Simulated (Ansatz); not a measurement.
# ScAl₃: pressure against volume

ScAl₃, Pm-3m, a = 4.071 Å. The structure is a Materials Project entry; whether it is the stable form wasn't checked. Ansatz: PBEsol, PAW, 420 eV, Γ-centred 10×10×10 mesh on 4 atoms, Gaussian smearing 0.10 eV; no spin polarisation. Symmetry fixes shape and atoms, so the cell is only scaled; pressure is positive in compression.

| V (Å³/atom) | P (GPa) |
| --- | --- |
| 14.846 | ? |
| 15.353 | 10.44 |
| 15.859 | 6.41 |
| 16.365 | 2.95 |
| 16.871 | -0.02 |
| 17.377 | -2.57 |
| 17.883 | -4.74 |
| 18.558 | -7.15 |

**Question.** Take V0 = 16.871 Å³/atom, count pressures from its P0 = -0.02 GPa, fit the third-order Birch–Murnaghan form to the other rows, and predict the missing pressure.

**Answer.** With the Eulerian strain f = ½[(V0/V)^(2/3) − 1] and y = (P − P0)/[3f(1 + 2f)^(5/2)], the form is the line y = B0 + 1.5 B0 (B0′ − 4) f. Rows (f, y): 0.03244, 91.8; 0.02105, 91.8; 0.01025, 91.8; -0.00975, 91.6; -0.01905, 91.0; -0.03078, 90.5. Means f = 0.0006933, y = 91.417; Σ(Δf)² = 0.003003, ΣΔfΔy = 0.05880; the slope is their ratio. y = 91.40 + 19.58 f GPa, so B0 = 91.4 GPa and B0′ = 4 + 2 × (19.58)/(3 × 91.40) = 4.14. At V = 14.846, f = 0.04449, y = 92.27 and P = 15.22 GPa. The run gave 15.13 GPa, so the fit is 0.09 GPa too high, a small miss on the scale of the series.